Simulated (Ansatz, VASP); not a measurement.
## Two plane-wave programs on Ni

```xyz
1
Lattice="-1.4239 1.4239 1.4239 1.4239 -1.4239 1.4239 1.4239 1.4239 -1.4239" Properties=species:S:1:pos:R:3 pbc="T T T"
Ni    0.0000    0.0000    0.0000
```

The cell was built by a generator and needn't be a form met in nature.

Alike in both runs: functional BLYP; k mesh 16 × 16 × 16; occupations fermi-dirac, width 0.05 eV; collinear spin.

Ansatz relaxed the structure, and its values are those at the end. VASP's run is a single point on that final structure, the one shown.

|  | VASP | Ansatz |
| --- | --- | --- |
| version | VASP 6.6.1 | Ansatz 0.2.0 |
| potentials or method | VASP PAW PBE potentials, release 64 (Ni) | plane waves (420 eV) with PAW, scalar-relativistic |
| plane-wave cutoff (eV) | 520 | 420 |
| valence electrons in the cell | 10 | 18 |

|  | VASP | Ansatz | Ansatz less VASP |
| --- | --- | --- | --- |
| pressure (GPa) | 0.1 | 0.0 | -0.12 |
| net moment per atom (μB) | 0.55 | 0.56 | +0.005 |
| size of the moment on the site where the two differ most (μB) | 0.56 | 0.58 | +0.025 |

Site moments also hang on the region over which each program counts them. With one functional, cell and mesh, what is left measures potentials, basis and numerics. The two sets of potentials don't hold the same shells in valence.

Caveats: the PAW data sets were made with another functional, which shifts forces and pressure a little (VASP).
